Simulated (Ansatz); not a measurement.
## Ansatz 0.2.0, settings compared: MnS

input.yaml:

```yaml
crystal:
  lattice:
    - [3.986593, 0.0, 0.0]
    - [-1.993296, 3.452493, 0.0]
    - [0.0, 0.0, 6.430825]
  atoms:
    - { symbol: Mn, position: [0.3333, 0.6667, 0.0] }
    - { symbol: Mn, position: [0.6666, 0.3333, 0.5] }
    - { symbol: S, position: [0.3333, 0.6667, 0.375] }
    - { symbol: S, position: [0.6666, 0.3333, 0.875] }
  symmetry: { tolerance: 0.0003 }
kpoints:
  mp_grid: { grid: [5, 5, 3], shift: [0, 0, 0] }
magnetization:
  spin_polarized: false
scf:
  occupations: { method: fermi_dirac }
hamiltonian:
  pseudopotentials: { kind: paw }
  xc: r2scan
basis:
  ecutwfc: 500
output:
  forces: true
  stress: true
  eigenvalues: true
  write_density: true
  write_potential: true
  elf: true
  volumetric_format: npy
relax:
  max_steps: 40
  cell: {}
```

Launch command:

```bash
ansatz run input.yaml --threads 1 --pin off --max-ram 2560MiB --backend cpu --events-out ev --progress --plain --runs-dir out
```

Origin of the cell: a database entry, scaled a little.

The smearing width isn't typed, so it takes its default of 0.1 eV.

Output of this run (shortened):

```
Warning: the atoms were moved onto the symmetric positions of the space group found under crystal.symmetry.tolerance 3.0e-4 (fractional; no operation is sought that the atoms, as they stand i […]
Pseudopotentials: kind: paw
Pseudopotential: Mn, paw, valence charge 15, recommended cutoff 500 eV (meta_gga), Mn.paw.azcp
Pseudopotential: S, paw, valence charge 6, recommended cutoff 500 eV (meta_gga), S.paw.azcp
Functional definition: r2SCAN
  exchange = r2scan_x(k0 = k0, k1 = k1, a1 = a1)
  correlation = r2scan_c
Crystal: 4 atoms, lattice volume = 88.512 Å³
Basis set: ecut = 500 eV, 2297 PW (Γ), exchange–correlation on 120×120×192 points (64 copies of the dense FFT grid, shifted against one another)
Bands: 26, of which v1, the nominal top of the filled ones, is band 21 counted from 1 (20 counted from 0)
Symmetry: 12 space group operations
[… 8 lines left out …]
Initial density: superposition of atomic densities (neutral atoms: chi_scale 0, normalization atom), corrected by the library's trained network
Functional: x = r2scan, c = r2scan; τ floored in thin density (d = 2e-4 eV/Å³)
SCF iter   1: F=—  HF=-9617.366849 eV  Δρ=2.25e-2  dr2=8.30e-2  dr2_τ=9.29e-2
SCF iter   2: F=—  HF=-9617.568535 eV  Δρ=1.28e-2  dr2=4.32e-2  dr2_τ=1.74e-3
SCF iter   3: F=—  HF=-9617.581483 eV  Δρ=1.07e-2  dr2=3.79e-2  dr2_τ=1.05e-3
SCF iter   4: F=—  HF=-9617.574526 eV  Δρ=2.31e-3  dr2=1.89e-3  dr2_τ=7.16e-5
SCF iter   5: F=—  HF=-9617.574336 eV  Δρ=9.62e-4  dr2=2.10e-4  dr2_τ=8.53e-6
SCF iter   6: F=—  HF=-9617.574601 eV  Δρ=5.14e-4  dr2=6.24e-5  dr2_τ=5.35e-6
SCF iter   7: F=—  HF=-9617.574667 eV  Δρ=1.82e-4  dr2=2.58e-5  dr2_τ=3.93e-7
SCF iter   8: F=—  HF=-9617.574664 eV  Δρ=4.60e-5  dr2=8.30e-7  dr2_τ=3.97e-8
SCF iter   9: F=-9617.574665 eV  HF=-9617.574665 eV  Δρ=8.76e-6  dr2=6.44e-8  dr2_τ=2.70e-9
relax step   1: F+E_penalty+E_count = -9617.574665 eV  Δ(F+E_penalty+E_count) = +0.000e0 eV  max|allowed force component| = 1.878e-1 eV/Å  Δτ_max = 0.0000 Å  P = -20.654 GPa  Ω = 88.512 Å³  ( […]
relax step   2: F+E_penalty+E_count = -9619.050686 eV  Δ(F+E_penalty+E_count) = -1.476e0 eV  max|allowed force component| = 8.668e-2 eV/Å  Δτ_max = 0.0078 Å  P = -17.379 GPa  Ω = 76.431 Å³  e […]
relax step   3: F+E_penalty+E_count = -9619.931918 eV  Δ(F+E_penalty+E_count) = -8.812e-1 eV  max|allowed force component| = 1.395e-1 eV/Å  Δτ_max = 0.0023 Å  P = -7.823 GPa  Ω = 66.034 Å³  e […]
relax step   4: F+E_penalty+E_count = -9620.032662 eV  Δ(F+E_penalty+E_count) = -1.007e-1 eV  max|allowed force component| = 1.687e-1 eV/Å  Δτ_max = 0.0228 Å  P = +5.670 GPa  Ω = 59.200 Å³  e […]
relax step   5: F+E_penalty+E_count = -9620.077664 eV  Δ(F+E_penalty+E_count) = -4.500e-2 eV  max|allowed force component| = 3.353e-2 eV/Å  Δτ_max = 0.0100 Å  P = -0.389 GPa  Ω = 61.612 Å³  e […]
relax step   6: F+E_penalty+E_count = -9620.086357 eV  Δ(F+E_penalty+E_count) = -8.693e-3 eV  max|allowed force component| = 6.361e-2 eV/Å  Δτ_max = 0.0125 Å  P = -0.386 GPa  Ω = 61.428 Å³  e […]
relax step   7: F+E_penalty+E_count = -9620.052993 eV  Δ(F+E_penalty+E_count) = +3.336e-2 eV  max|allowed force component| = 6.783e-1 eV/Å  Δτ_max = 0.0673 Å  P = -1.058 GPa  Ω = 60.166 Å³  e […]
relax step   8: F+E_penalty+E_count = -9620.095355 eV  Δ(F+E_penalty+E_count) = -8.998e-3 eV  max|allowed force component| = 1.036e-1 eV/Å  Δτ_max = 0.0126 Å  P = +0.057 GPa  Ω = 60.969 Å³  e […]
relax step   9: F+E_penalty+E_count = -9620.100744 eV  Δ(F+E_penalty+E_count) = -5.389e-3 eV  max|allowed force component| = 2.831e-2 eV/Å  Δτ_max = 0.0205 Å  P = -0.051 GPa  Ω = 60.524 Å³  e […]
relax step  10: F+E_penalty+E_count = -9620.101184 eV  Δ(F+E_penalty+E_count) = -4.408e-4 eV  max|allowed force component| = 8.549e-3 eV/Å  Δτ_max = 0.0045 Å  P = +0.005 GPa  Ω = 60.618 Å³  e […]
relax step  11: F+E_penalty+E_count = -9620.097420 eV  Δ(F+E_penalty+E_count) = +3.765e-3 eV  max|allowed force component| = 8.649e-3 eV/Å  Δτ_max = 0.0000 Å  P = -0.024 GPa  Ω = 60.618 Å³  stress off target by 2.42e-2 GPa […]
SCF 11 converged in 8 iterations: F = -9620.097420 eV  dr2 = 3.19e-12
basis re-selected at this cell: Δ(F+E_penalty+E_count) = +3.765e-3 eV, ΔP = -0.029 GPa vs the last step (what re-selecting the basis moved, of the pressure what is left beyond the Pulay corre […]
SCF converged after 8 iterations
Free energy (F): -9620.097420 eV
Harris-Foulkes:  -9620.097420 eV  (|F-HF|=1.82e-12)
Internal energy: -9619.995904 eV  (E = F + TS)
E sigma→0 (E₀):  -9620.046662 eV
Entropy (-TS):   -0.101515 eV (-25.379 meV/atom)
Fermi energy:    11.764038 eV
--- Per-component energies (eV) ---
  E_band       = -560.841678
  E_kinetic    = 841.267079
  E_local      = -4887.660113  (includes V_loc(G=0)·N_el)
  E_nonlocal   = 541.011713
  E_hartree    = 2036.213313
  E_xc         = -406.561409
  E_vxc        = -517.697823  (∫ρ·V_xc dr)
  E_paw        = -3839.976911  (= ΣΔE_a)
  E_vpaw       = -641.393441  (= ΣTr[D̂ρ^β])
  E_aug_tail   = -0.000007  (compensation charges beyond the density's cutoff)
  E_vtau       = 31.204309  (kinetic-family band-sum trace: ∫τ·v_τ [+ j·A + Jᵃ·Aᵃ] dr)
  E_ewald      = -3903.503950
  E_core_change = -0.785620  (= ΣΔE_core)
  E_smearing   = -0.101515  (= −TS)
  Σ components = -9620.097420   (vs F -9620.097420, Δ=0.00e0)
--- Forces (eV/Å), atoms counted from 1 ---
  atom   1  Mn     0.000000     0.000000     0.008648
  atom   2  Mn    -0.000000    -0.000000     0.008648
  atom   3  S      0.000000    -0.000000    -0.008650
  atom   4  S     -0.000000    -0.000000    -0.008650
  max |Σ_I F_I| component: 4.63e-6 eV/Å
--- Stress (GPa, compression-positive) ---
       -0.024227      -0.000000       0.000000
       -0.000000      -0.024227       0.000000
        0.000000       0.000000      -0.023363
  P = ⅓ Tr σ = -0.0239 GPa (-0.239 kbar)
--- Relaxed structure (10 steps of the walk, 9 accepted, 1 SCFs on fresh bases) ---
  F+E_penalty+E_count = -9620.097420 eV   max|allowed force component| = 8.649e-3 eV/Å   (the final SCF, on the basis selected at the relaxed cell)
  cell:  # Å, volume = 60.6183 Å³
    - [3.377420, -2.445e-7, 0.0]
    - [-1.688710, 2.924932, 0.0]
    - [0.0, 0.0, 6.136248]
  atoms:
    - { symbol: Mn, position: [0.333333, 0.666667, 0.009922] }
    - { symbol: Mn, position: [0.666667, 0.333333, 0.509922] }
    - { symbol: S, position: [0.333333, 0.666667, 0.365078] }
    - { symbol: S, position: [0.666667, 0.333333, 0.865078] }
```

The same input was run again with these changes:

1. `hamiltonian.pseudopotentials` { kind: paw } → { kind: paw, source: jth }
2. `scf.initial_density.chi_scale` default → 0.0; `basis.xc_grid` default → 3; typed moments: none
3. `scf.algorithm` default → direct_min; `hamiltonian.dispersion` default → d4; `hamiltonian.xc` r2scan → rpbe
4. `crystal.symmetry` { tolerance: 0.0003 } → { detect: false }; `scf.mixing.preconditioner` default → ldos

```tsv
run	end	SCF iterations	volume (Å³/atom)	max force component (eV/Å)	moment (μB)	ΔE(σ→0) (meV/atom)
base	converged	90	15.15	0.009	–	0
1	converged	117	15.26	0.001	–	–
2	converged	94	15.15	0.009	–	0.00
3	converged	57	14.33	0.000	–	–
4	converged	81	15.15	0.002	–	-0.05
```

Energies are compared only where functional, datasets, charge and starting cell are the same.

Caveats of the base run: no spin polarisation, so a magnetic state may lie lower; the k mesh is coarse if the cell is a metal; the relaxation held the start's symmetry, so the end may be a saddle point.

Run 1: the cutoff lies below the datasets' advice.
Run 3: forces of this functional can be a tenth off on datasets made under PBE.
Run 4: the displaced walk ended near the symmetry of the start; the program displaced the start to leave a saddle point.

The base run took 46 s on 1 thread of Intel(R) Xeon(R) Platinum 8559C (Emerald Rapids) (shared host), peak memory 0.65 GiB, from the program's own first density.
